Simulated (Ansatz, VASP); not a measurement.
# C in VASP and in Ansatz

```
CELL_PARAMETERS angstrom
4.28335 0.00000 0.00000
0.00000 4.28335 0.00000
0.00000 0.00000 1.29078
ATOMIC_POSITIONS crystal
C 0.50000 0.50000 0.50000
```

The cell was built by a generator and needn't be a form met in nature.

Alike in both runs: task single point; functional PBE; k mesh 6 × 6 × 20; occupations fermi-dirac, width 0.05 eV; no spin polarisation.

```csv
,VASP,Ansatz
version,VASP 6.6.1,Ansatz 0.2.0
potentials or method,"VASP PAW PBE potentials, release 64 (C)",Ansatz PAW
plane-wave cutoff (eV),520,420
valence electrons in the cell,4,4
```

Ansatz gave:

```
gap on the k mesh at the Fermi level (eV)       : none
pressure (GPa)                                  : -1.6
largest component of the traceless stress (GPa) : 2.51
```

Problem. Which values does VASP return?

Solution. gap on the k mesh at the Fermi level (eV): none; pressure (GPa): -1.7; largest component of the traceless stress (GPa): 2.63.

A gap of «none» marks a metal or a gap that the smearing closes. The functional is the same, so the differences come from potentials, cutoffs and numerics.
